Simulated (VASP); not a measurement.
# BaH2 (Pnma) in VASP: notebook

One crystal, BaH2, is run at these levels: LDA; tasks: relaxation of cell and atoms.

Program: VASP 6.6.1. These are calculated values, not measurements. Logs are shortened: lines on timing, memory, paths and dates and some standing lists are left out, and cuts for length are marked.

**1. The structure**

The structure is orthorhombic, space group Pnma (No. 62). Conventional cell: a = 6.792 Å, b = 4.168 Å, c = 7.858 Å, α = 90.00°, β = 90.00°, γ = 90.00°. Around Ba (site symmetry m) lie 5 H at 2.50 to 2.68 Å. Around H (site symmetry m) lie 5 Ba at 2.68 to 3.00 Å and 2 H at 3.05 Å. H (site symmetry m) has 4 Ba at 2.50 to 2.68 Å as nearest neighbours.

**2. Relaxation of cell and atoms, LDA**

File INCAR:

```
ALGO = Normal ; EDIFF = 1E-6
EDIFFG = -0.01 ; ENCUT = 600
GGA = CA ; IBRION = 2
ISIF = 3 ; ISMEAR = 0
KPAR = 4 ; LASPH = T
LCHARG = F ; LREAL = F
LWAVE = F ; NELM = 80
NSW = 90 ; PREC = Accurate
SIGMA = 0.03
```

File KPOINTS:

```
k-points
0
Gamma
  4 8 4
```

File POSCAR:

```
BaH2
1.0
    6.7920000000      0.0000000000      0.0000000000
    0.0000000000      4.1680000000      0.0000000000
    0.0000000000      0.0000000000      7.8580000000
Ba H
4 8
Direct
    0.2602900000      0.2500000000      0.8886300000
    0.2397100000      0.7500000000      0.3886300000
    0.7602900000      0.2500000000      0.6113700000
    0.7397100000      0.7500000000      0.1113700000
    0.0430000000      0.2500000000      0.1740000000
    0.4570000000      0.7500000000      0.6740000000
    0.5430000000      0.2500000000      0.3260000000
    0.9570000000      0.7500000000      0.8260000000
    0.6460000000      0.2500000000      0.9135000000
    0.8540000000      0.7500000000      0.4135000000
    0.1460000000      0.2500000000      0.5865000000
    0.3540000000      0.7500000000      0.0865000000
```

Potentials or basis: VASP PAW LDA potentials, release 64 (Ba_sv, H).

On the command line:

```
> cat potpaw_LDA.64/Ba_sv/POTCAR potpaw_LDA.64/H/POTCAR > POTCAR
> mpirun -np 4 vasp_std > vasp.out
```

OUTCAR:

```text
EDIFF = 1E-6
   EDIFFG = -0.01
   ENCUT = 600
   GGA = CA
   IBRION = 2
   ISIF = 3
   ISMEAR = 0
   LASPH = T
   LREAL = F
   NELM = 80
   NSW = 90
   PREC = Accurate

 ion  position               nearest neighbor table
   1  0.260  0.250  0.889-  11 2.50   9 2.63  12 2.68  12 2.68   5 2.68   3 4.03   3 4.03   4 4.24
                             4 4.24   2 4.45   2 4.45   2 4.45   2 4.45   4 4.46   4 4.46
   2  0.240  0.750  0.389-  12 2.50  10 2.63  11 2.68  11 2.68   6 2.68   4 4.03   4 4.03   3 4.24
                             3 4.24   1 4.45   1 4.45   1 4.45   1 4.45   3 4.46   3 4.46
   3  0.760  0.250  0.611-   9 2.50  11 2.63  10 2.68  10 2.68   7 2.68   1 4.03   1 4.03   2 4.24
                             2 4.24   4 4.45   4 4.45   4 4.45   4 4.45   2 4.46   2 4.46
   4  0.740  0.750  0.111-  10 2.50  12 2.63   9 2.68   9 2.68   8 2.68   2 4.03   2 4.03   1 4.24
                             1 4.24   3 4.45   3 4.45   3 4.45   3 4.45   1 4.46   1 4.46
   5  0.043  0.250  0.174-   1 2.68
   6  0.457  0.750  0.674-   2 2.68
   7  0.543  0.250  0.326-   3 2.68
   8  0.957  0.750  0.826-   4 2.68
   9  0.646  0.250  0.913-   3 2.50   1 2.63   4 2.68   4 2.68
  10  0.854  0.750  0.413-   4 2.50   2 2.63   3 2.68   3 2.68
  11  0.146  0.250  0.587-   1 2.50   3 2.63   2 2.68   2 2.68
  12  0.354  0.750  0.087-   2 2.50   4 2.63   1 2.68   1 2.68

  LATTYP: Found a simple orthorhombic cell.
 ALAT       =     4.1680000000
 B/A-ratio  =     1.6295585413
 C/A-ratio  =     1.8853166987

  Lattice vectors:

 A1 = (   0.0000000000,  -4.1680000000,   0.0000000000)
 A2 = (   6.7920000000,   0.0000000000,   0.0000000000)
 A3 = (   0.0000000000,   0.0000000000,   7.8580000000)

Analysis of symmetry for initial positions (statically):
=====================================================================
 Subroutine PRICEL returns:
 Original cell was already a primitive cell.

 Routine SETGRP: Setting up the symmetry group for a
 simple orthorhombic supercell.

 Subroutine GETGRP returns: Found  8 space group operations
 (whereof  2 operations were pure point group operations)
 out of a pool of  8 trial point group operations.

The static configuration has the point symmetry S_2 .
 The point group associated with its full space group is D_2h.

Analysis of symmetry for dynamics (positions and initial velocities):
=====================================================================
 Subroutine PRICEL returns:
 Original cell was already a primitive cell.

 Routine SETGRP: Setting up the symmetry group for a
 simple orthorhombic supercell.

 Subroutine GETGRP returns: Found  8 space group operations
 (whereof  2 operations were pure point group operations)
 out of a pool of  8 trial point group operations.

The dynamic configuration has the point symmetry S_2 .
 The point group associated with its full space group is D_2h.

 Subroutine INISYM returns: Found  8 space group operations
 (whereof  2 operations are pure point group operations),
 and found     1 'primitive' translations

[... 120 lines left out ...]
   ISIF   =      3    stress and relaxation
   ISYM   =      2    0-nonsym 1-usesym 2-fastsym
   POTIM  = 0.5000    time-step for ionic-motion
   TEBEG  =    0.0;   TEEND  =   0.0 temperature during run
   PSTRESS=    0.0 pullay stress
   NELECT =      48.0000    total number of electrons
   NUPDOWN=      -1.0000    fix difference up-down
   EMIN   =  10.00;   EMAX   =-10.00  energy-range for DOS
   EFERMI =   0.00;   METHOD = LEGACY
   ISMEAR =     0;   SIGMA  =   0.03  broadening in eV -4-tet -1-fermi 0-gaus
   EFERMI_NEDOS =   21; number of points for ismear=-14 and -15
   IALGO  =     38    algorithm
   IMIX   =      4    mixing-type and parameters
     AMIX     =   0.40;   BMIX     =  1.00
     AMIX_MAG =   1.60;   BMIX_MAG =  1.00
  volume/ion in A,a.u.               =      18.54       125.10
  Fermi-wavevector in a.u.,A,eV,Ry     =   0.981920  1.855560 13.118287  0.964167
  Thomas-Fermi vector in A             =   2.112963
   LORBIT       =      0    0 simple, 1 ext, 2 COOP (PROOUT), +10 PAW based schemes
   GGA     = CA    functional components
   LHFCALC =     F    Hartree Fock is set to
   AEXX    =    0.0000 exact exchange contribution
   IVDW    =     0    specifies the selected vdW correction
   LEPSILON=     F    determine dielectric tensor
   LRPA    =     F    only Hartree local field effects (RPA)
 conjugate gradient relaxation of ions
 non-spin polarized calculation
 Gauss-broadening in eV      SIGMA  =   0.03
  energy-cutoff  :      600.00
  volume of cell :      222.45
 maximum number of plane-waves:      7457
   NGX = 27   NGY = 17   NGZ = 31

--------------------------------------- Ionic step        1  -------------------------------------------

 number of electron      47.9999998 magnetization

 Free energy of the ion-electron system (eV)
  ---------------------------------------------------
  ext. energy  EPLUGINS =         0.00000000
  ---------------------------------------------------
  free energy    TOTEN  =       -43.12783472 eV

  energy without entropy =      -43.12783472  energy(sigma->0) =      -43.12783472

 E-fermi :  -0.1066     XC(G=0):  -8.6921

 val. band max:       -0.2559615279   @ k =   0.2500   0.0000   0.0000
 cond. band min:       2.3651144496   @ k =   0.5000   0.3750   0.0000
 fundamental gap:      2.6210759775
 Fermi energy:        -0.1066206763

 k-point     1 :       0.0000    0.0000    0.0000
  band No.  band energies     occupation
      1     -26.2854      2.00000
      2     -26.2059      2.00000
      3     -26.1986      2.00000
      4     -26.1880      2.00000
      5     -12.0713      2.00000
      6     -11.8540      2.00000
[... 938 lines left out ...]
  FREE ENERGIE OF THE ION-ELECTRON SYSTEM (eV)
  ---------------------------------------------------
  free  energy   TOTEN  =       -43.2714622239 eV

  energy  without entropy=      -43.2714622239  energy(sigma->0) =      -43.27146222

[... ionic steps 4 to 11 ...]

--------------------------------------- Ionic step       12  -------------------------------------------

 number of electron      48.0000003 magnetization

------------------------ aborting loop because EDIFF is reached ----------------------------------------
[... 87 lines left out ...]
--------------------------------------- Ionic step       14  -------------------------------------------

 number of electron      48.0000003 magnetization

 Free energy of the ion-electron system (eV)
  ---------------------------------------------------
  ext. energy  EPLUGINS =         0.00000000
  ---------------------------------------------------
  free energy    TOTEN  =       -43.34981801 eV

  energy without entropy =      -43.34981801  energy(sigma->0) =      -43.34981801

 E-fermi :   0.2942     XC(G=0):  -8.9598

 val. band max:        0.1462506308   @ k =   0.2500   0.0000   0.0000
 cond. band min:       2.6445307258   @ k =   0.5000   0.3750   0.0000
 fundamental gap:      2.4982800950
 Fermi energy:         0.2942173150

 k-point     1 :       0.0000    0.0000    0.0000
  band No.  band energies     occupation
      1     -25.8813      2.00000
      2     -25.7772      2.00000
      3     -25.7612      2.00000
      4     -25.7480      2.00000
      5     -11.8147      2.00000
      6     -11.5367      2.00000
[... 846 lines left out ...]
  FREE ENERGIE OF THE ION-ELECTRON SYSTEM (eV)
  ---------------------------------------------------
  free  energy   TOTEN  =       -43.3498180067 eV

  energy  without entropy=      -43.3498180067  energy(sigma->0) =      -43.34981801

 reached required accuracy - stopping structural energy minimisation
```

OSZICAR:

```text
N       E                     dE             d eps       ncg     rms          rms(c)
DAV:   1     0.336994729753E+03    0.33699E+03   -0.21922E+04  2790   0.148E+03
DAV:   2    -0.193728925831E+02   -0.35637E+03   -0.34354E+03  4449   0.263E+02
DAV:   3    -0.453455457411E+02   -0.25973E+02   -0.25840E+02  3452   0.760E+01
DAV:   4    -0.460969274040E+02   -0.75138E+00   -0.75071E+00  4275   0.109E+01
[... 113 lines left out ...]
DAV:   1    -0.433502303060E+02   -0.60977E-03   -0.34684E-02  2811   0.998E-01    0.952E-02
DAV:   2    -0.433499445631E+02    0.28574E-03   -0.88815E-04  3504   0.151E-01    0.502E-02
DAV:   3    -0.433498142939E+02    0.13027E-03   -0.48437E-04  3127   0.111E-01    0.105E-02
DAV:   4    -0.433498177699E+02   -0.34760E-05   -0.36868E-05  3942   0.221E-02    0.863E-03
DAV:   5    -0.433498180067E+02   -0.23678E-06   -0.17762E-06  2366   0.589E-03
  14 F= -.43349818E+02 E0= -.43349818E+02  d E =-.197045E-03
```

CONTCAR:

```text
BaH2
   1.00000000000000
     6.6202559779017989    0.0000000000000000    0.0000000000000000
     0.0000000000000000    4.0700874286751327    0.0000000000000000
     0.0000000000000000    0.0000000000000000    7.6965179621088273
  Ba              H
     4     8
Direct
     0.2593103492965365    0.2500000000000000    0.8855768679410014
     0.2406896507034637    0.7500000000000000    0.3855768679410014
     0.7593103492965365    0.2500000000000000    0.6144231320589986
     0.7406896507034635    0.7500000000000000    0.1144231320589987
     0.0305973648571410    0.2500000000000000    0.1844719145342165
     0.4694026351428591    0.7500000000000000    0.6844719145342164
     0.5305973648571410    0.2500000000000000    0.3155280854657835
     0.9694026351428590    0.7500000000000000    0.8155280854657836
     0.6456151781061675    0.2500000000000000    0.9302860077909698
     0.8543848218938325    0.7500000000000000    0.4302860077909696
     0.1456151781061676    0.2500000000000000    0.5697139922090302
     0.3543848218938324    0.7500000000000000    0.0697139922090304

  0.00000000E+00  0.00000000E+00  0.00000000E+00
  0.00000000E+00  0.00000000E+00  0.00000000E+00
  0.00000000E+00  0.00000000E+00  0.00000000E+00
  0.00000000E+00  0.00000000E+00  0.00000000E+00
  0.00000000E+00  0.00000000E+00  0.00000000E+00
  0.00000000E+00  0.00000000E+00  0.00000000E+00
  0.00000000E+00  0.00000000E+00  0.00000000E+00
  0.00000000E+00  0.00000000E+00  0.00000000E+00
  0.00000000E+00  0.00000000E+00  0.00000000E+00
  0.00000000E+00  0.00000000E+00  0.00000000E+00
  0.00000000E+00  0.00000000E+00  0.00000000E+00
  0.00000000E+00  0.00000000E+00  0.00000000E+00
```

Run time: 8.3 min. Hardware: 4 MPI ranks of AMD EPYC 9R45 (Zen 5), shared host; peak memory 0.49 GiB.

What came out:

| Item | Value |
| --- | --- |
| Free energy | -43.3498 eV |
| Relaxed volume | 17.28 Å³/atom |
| Relaxed cell | a = 6.620 Å, b = 4.070 Å, c = 7.697 Å, α = 90.00°, β = 90.00°, γ = 90.00° |
| Space group after relaxing (to 0.05 Å) | Pnma (No. 62) |
| Energy gained by relaxing | 18.5 meV/atom |
| Ionic steps | 14 |
| Pressure after relaxing | 0.0 GPa |
| Largest force after relaxing | 0.008 eV/Å |
| Band gap on the k mesh | 2.50 eV, indirect (least direct gap 3.06 eV) |

Forces in eV/Å, atoms in the order of the input:
```
Ba   0.003  0.000  0.003
Ba  -0.003  0.000  0.003
Ba   0.003  0.000 -0.003
Ba  -0.003  0.000 -0.003
H   -0.006  0.000  0.005
H    0.006  0.000  0.005
H   -0.006  0.000 -0.005
H    0.006  0.000 -0.005
H    0.006  0.000 -0.006
H   -0.006  0.000 -0.006
H    0.006  0.000  0.006
H   -0.006  0.000  0.006
```

The path:
```
step  energy change (eV)  largest force (eV/Å)  pressure (GPa)  volume (Å³)
   1              0.0000                0.3243           -1.96       222.45
   2             -0.1008                0.2600           -0.98       215.24
   3             -0.1436                0.1977            0.27       207.55
   4             -0.1438                0.1983            0.37       207.01
   5             -0.1645                0.1634            0.28       207.25
   6             -0.2005                0.0946            0.02       207.94
   7             -0.2044                0.0980           -0.07       208.24
   8             -0.2174                0.0346           -0.07       207.88
   9             -0.2188                0.0593           -0.07       207.71
  10             -0.2207                0.0300            0.04       207.10
  11             -0.2209                0.0280            0.10       206.81
  12             -0.2217                0.0169           -0.01       207.42
  13             -0.2218                0.0161           -0.04       207.60
  14             -0.2220                0.0084            0.00       207.38
```

Final structure:
```yaml
crystal:
  lattice:
    - [6.62026, 0.00000, 0.00000]
    - [0.00000, 4.07009, 0.00000]
    - [0.00000, 0.00000, 7.69652]
  atoms:
    - { symbol: Ba, position: [0.25931, 0.25000, 0.88558] }
    - { symbol: Ba, position: [0.24069, 0.75000, 0.38558] }
    - { symbol: Ba, position: [0.75931, 0.25000, 0.61442] }
    - { symbol: Ba, position: [0.74069, 0.75000, 0.11442] }
    - { symbol: H, position: [0.03060, 0.25000, 0.18447] }
    - { symbol: H, position: [0.46940, 0.75000, 0.68447] }
    - { symbol: H, position: [0.53060, 0.25000, 0.31553] }
    - { symbol: H, position: [0.96940, 0.75000, 0.81553] }
    - { symbol: H, position: [0.64562, 0.25000, 0.93029] }
    - { symbol: H, position: [0.85438, 0.75000, 0.43029] }
    - { symbol: H, position: [0.14562, 0.25000, 0.56971] }
    - { symbol: H, position: [0.35438, 0.75000, 0.06971] }
```

Levels at points of the mesh, in eV from the valence-band top:
```tsv
k point	band 21	band 22	band 23	band 24	band 25	band 26	band 27	band 28
(0.00, 0.00, 0.00)	-0.89	-0.60	-0.20	-0.07	3.25	3.73	3.80	4.16
(0.50, 0.00, 0.00)	-0.68	-0.68	-0.04	-0.04	3.02	3.02	3.59	3.59
(0.00, 0.50, 0.00)	-1.01	-1.01	-0.96	-0.96	3.07	3.07	3.36	3.36
(0.50, 0.50, 0.00)	-0.82	-0.82	-0.82	-0.82	2.90	2.90	2.90	2.90
(0.00, 0.00, 0.50)	-0.63	-0.63	-0.36	-0.36	3.05	3.05	3.50	3.50
(0.50, 0.00, 0.50)	-0.81	-0.81	-0.45	-0.45	3.06	3.06	3.12	3.12
(0.00, 0.50, 0.50)	-1.43	-1.43	-0.49	-0.49	3.27	3.27	4.19	4.19
(0.50, 0.50, 0.50)	-0.69	-0.69	-0.69	-0.69	3.23	3.23	3.23	3.23
```

Caveat: spin-orbit coupling is left out, which moves the levels of the heavy elements. LDA usually gives volumes a few per cent too small.

**3. Relaxation of cell and atoms, LDA**

This run uses another cell than the first one, of 17.28 Å³/atom, 0.932 times its volume.

Changes to INCAR since step 2:

```diff
@@ -1,3 +1,3 @@
-ALGO = Normal ; EDIFF = 1E-6
-EDIFFG = -0.01 ; ENCUT = 600
+ALGO = Normal ; EDIFF = 1E-7
+EDIFFG = -0.005 ; ENCUT = 600
 GGA = CA ; IBRION = 2
```

KPOINTS is that of step 2.

File POSCAR:

```
BaH2                                    
1.0
    6.6202559779      0.0000000000      0.0000000000
    0.0000000000      4.0700874287      0.0000000000
    0.0000000000      0.0000000000      7.6965179621
  Ba              H             
     4     8
Direct
     0.2593103492965365    0.2500000000000000    0.8855768679410014
     0.2406896507034637    0.7500000000000000    0.3855768679410014
     0.7593103492965365    0.2500000000000000    0.6144231320589986
     0.7406896507034635    0.7500000000000000    0.1144231320589987
     0.0305973648571410    0.2500000000000000    0.1844719145342165
     0.4694026351428591    0.7500000000000000    0.6844719145342164
     0.5305973648571410    0.2500000000000000    0.3155280854657835
     0.9694026351428590    0.7500000000000000    0.8155280854657836
     0.6456151781061675    0.2500000000000000    0.9302860077909698
     0.8543848218938325    0.7500000000000000    0.4302860077909696
     0.1456151781061676    0.2500000000000000    0.5697139922090302
     0.3543848218938324    0.7500000000000000    0.0697139922090304
```

Potentials or basis: VASP PAW LDA potentials, release 64 (Ba_sv, H).

On the command line:

```
> cat potpaw_LDA.64/Ba_sv/POTCAR potpaw_LDA.64/H/POTCAR > POTCAR
> mpirun -np 4 vasp_std > vasp.out
```

Run time: 5.4 min. Hardware: 4 MPI ranks of AMD EPYC 9R45 (Zen 5), shared host; peak memory 0.46 GiB.

The run converged. Its results:

```
Free energy                            : -43.3490 eV
Relaxed volume                         : 17.26 Å³/atom
Relaxed cell                           : a = 6.600 Å, b = 4.074 Å, c = 7.701 Å, α = 90.00°, β = 90.00°, γ = 90.00°
Space group after relaxing (to 0.05 Å) : Pnma (No. 62)
Energy gained by relaxing              : 0.1 meV/atom
Ionic steps                            : 12
Pressure after relaxing                : 0.0 GPa
Largest force after relaxing           : 0.004 eV/Å
Band gap on the k mesh                 : 2.47 eV, indirect (least direct gap 3.06 eV)
```

Forces on the atoms (eV/Å):
```
Ba   0.003  0.000  0.002
Ba  -0.003  0.000  0.002
Ba   0.003  0.000 -0.002
Ba  -0.003  0.000 -0.002
H    0.001  0.000  0.003
H   -0.001  0.000  0.003
H    0.001  0.000 -0.003
H   -0.001  0.000 -0.003
H   -0.003  0.000  0.001
H    0.003  0.000  0.001
H   -0.003  0.000 -0.001
H    0.003  0.000 -0.001
```

Step by step:
| step | energy change (eV) | largest force (eV/Å) | pressure (GPa) | volume (Å³) |
| --- | --- | --- | --- | --- |
| 1 | 0.0000 | 0.0084 | -0.01 | 207.38 |
| 2 | 0.0000 | 0.0086 | -0.01 | 207.34 |
| 3 | -0.0001 | 0.0096 | 0.01 | 207.23 |
| 4 | -0.0002 | 0.0127 | 0.05 | 206.99 |
| 5 | -0.0002 | 0.0108 | 0.03 | 207.10 |
| 6 | -0.0002 | 0.0100 | 0.03 | 207.12 |
| 7 | -0.0003 | 0.0078 | 0.01 | 207.18 |
| 8 | -0.0004 | 0.0095 | -0.02 | 207.29 |
| 9 | -0.0004 | 0.0111 | -0.03 | 207.32 |
| 10 | -0.0005 | 0.0092 | -0.01 | 207.21 |
| 11 | -0.0005 | 0.0074 | 0.02 | 207.04 |
| 12 | -0.0006 | 0.0037 | 0.01 | 207.11 |

Final structure:
```
Ba H
1.0
     6.60036    0.00000    0.00000
     0.00000    4.07429    0.00000
     0.00000    0.00000    7.70149
Ba H
4 8
Direct
  0.25933 0.25000 0.88651
  0.24067 0.75000 0.38651
  0.75933 0.25000 0.61349
  0.74067 0.75000 0.11349
  0.02932 0.25000 0.18573
  0.47068 0.75000 0.68573
  0.52932 0.25000 0.31427
  0.97068 0.75000 0.81427
  0.64746 0.25000 0.92925
  0.85254 0.75000 0.42925
  0.14746 0.25000 0.57075
  0.35254 0.75000 0.07075
```

Levels at points of the mesh, in eV from the valence-band top:
| k point | band 20 | band 21 | band 22 | band 23 | band 24 | band 25 | band 26 | band 27 | band 28 | band 29 |
| --- | --- | --- | --- | --- | --- | --- | --- | --- | --- | --- |
| (0.00, 0.00, 0.00) | -1.09 | -0.92 | -0.64 | -0.20 | -0.05 | 3.22 | 3.73 | 3.80 | 4.12 | 4.31 |
| (0.50, 0.00, 0.00) | -1.65 | -0.70 | -0.70 | -0.06 | -0.06 | 3.01 | 3.01 | 3.56 | 3.56 | 4.13 |
| (0.00, 0.50, 0.00) | -1.34 | -1.03 | -1.03 | -0.99 | -0.99 | 3.05 | 3.05 | 3.36 | 3.36 | 4.21 |
| (0.50, 0.50, 0.00) | -1.40 | -0.84 | -0.84 | -0.84 | -0.84 | 2.87 | 2.87 | 2.87 | 2.87 | 4.36 |
| (0.00, 0.00, 0.50) | -1.24 | -0.66 | -0.66 | -0.36 | -0.36 | 3.04 | 3.04 | 3.49 | 3.49 | 4.61 |
| (0.50, 0.00, 0.50) | -1.68 | -0.84 | -0.84 | -0.47 | -0.47 | 3.05 | 3.05 | 3.11 | 3.11 | 4.74 |
| (0.00, 0.50, 0.50) | -1.51 | -1.45 | -1.45 | -0.52 | -0.52 | 3.25 | 3.25 | 4.17 | 4.17 | 4.25 |
| (0.50, 0.50, 0.50) | -1.68 | -0.71 | -0.71 | -0.71 | -0.71 | 3.21 | 3.21 | 3.21 | 3.21 | 4.70 |

Caveat: spin-orbit coupling is left out, which moves the levels of the heavy elements.
